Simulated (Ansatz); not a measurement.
## Relaxing AgCl in the zincblende type

First guess:

```
CELL_PARAMETERS angstrom
0.00000 2.81832 2.81832
2.81832 0.00000 2.81832
2.81832 2.81832 0.00000
ATOMIC_POSITIONS crystal
Ag 0.00000 0.00000 0.00000
Cl 0.25000 0.25000 0.25000
```

Theory: Ansatz 0.2.0, DFT, PBE, PAW with Ansatz's default frozen-core files, scalar-relativistic.

Cell and atoms relax within the symmetry of the start on a 11×11×11 k mesh with 0.03 eV Fermi–Dirac smearing.

The start is built from a prototype, known or not as a phase of this compound; the cutoff is 420 eV.

(1) What is the pressure of the first guess?

(2) What does it relax to?

(3) How much energy does the relaxation release?

## Answers

(1) 11.30 GPa.

(2) a = 6.059 Å, b = 6.059 Å, c = 6.059 Å, α = 90.00°, β = 90.00°, γ = 90.00° (conventional cell), 27.81 Å³ per atom:
```xyz
2
Lattice="0.0000 3.0295 3.0295 3.0295 0.0000 3.0295 3.0295 3.0295 0.0000" Properties=species:S:1:pos:R:3 pbc="T T T"
Ag    0.0000    0.0000    0.0000
Cl    1.5148    1.5148    1.5148
```

(3) 153 meV/atom.
